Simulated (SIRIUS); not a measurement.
A run of SIRIUS 7.12.0 is set up as follows.

File sirius.json:

```json
{
  "control": {
    "processing_unit": "cpu",
    "verbosity": 2,
    "num_bands_to_print": 16,
    "print_forces": true,
    "print_stress": true
  },
  "parameters": {
    "electronic_structure_method": "pseudopotential",
    "xc_functionals": ["XC_GGA_X_PBE_SOL", "XC_GGA_C_PBE_SOL"],
    "gk_cutoff": 8.4,
    "pw_cutoff": 16.8,
    "ngridk": [8, 8, 8],
    "shiftk": [0, 0, 0],
    "smearing": "fermi_dirac",
    "smearing_width": 0.0018374661,
    "num_bands": 16,
    "num_mag_dims": 0,
    "num_dft_iter": 100,
    "energy_tol": 1e-08,
    "density_tol": 1e-06
  },
  "iterative_solver": {
    "type": "davidson",
    "min_tolerance": 1e-10
  },
  "mixer": {
    "type": "anderson",
    "beta": 0.7,
    "max_history": 8
  },
  "settings": {
    "tol_ne": 1e-10,
    "pseudo_grid_cutoff": 6.5
  },
  "unit_cell": {
    "lattice_vectors": [
      [0.0, 5.537842408216, 5.537842408216],
      [5.537842408216, 0.0, 5.537842408216],
      [5.537842408216, 5.537842408216, 0.0]
    ],
    "atom_coordinate_units": "lattice",
    "atom_types": ["In", "P"],
    "atom_files": {
      "P": "P.json",
      "In": "In.json"
    },
    "atoms": {
      "In": [
        [0.0, 0.0, 0.0]
      ],
      "P": [
        [0.75, 0.75, 0.75]
      ]
    }
  }
}
```

Potentials or basis: PseudoDojo 0.4.1 PBEsol standard (scalar relativistic).

Run with:

```sh
$ upf_to_json P.upf
$ upf_to_json In.upf
$ OMP_NUM_THREADS=1 sirius.scf --input=sirius.json --output=out.json --task=0
```

(1) Estimate the pressure.

(2) Predict the band gap on the k mesh.

Results:

(1) 0.7 GPa.

(2) 0.61 eV.

Caveat: spin-orbit coupling is left out, which moves the levels of the heavy elements.

**What was measured.**

A printed reference work, data compilation reports, for a bulk crystal of InP at 1.6 K: band gap 1.4236 eV (direct).

Measured gap of InP: 1.4236 eV (direct; 1.6 K; a printed reference work, data compilation). This calculation gives 0.61 eV (-0.81 eV). Spin-orbit coupling on In is left out. The value is that of PBEsol on a finite k mesh, which can miss the band edges, without temperature or zero-point motion. Semilocal functionals fall short of measured gaps as a rule.
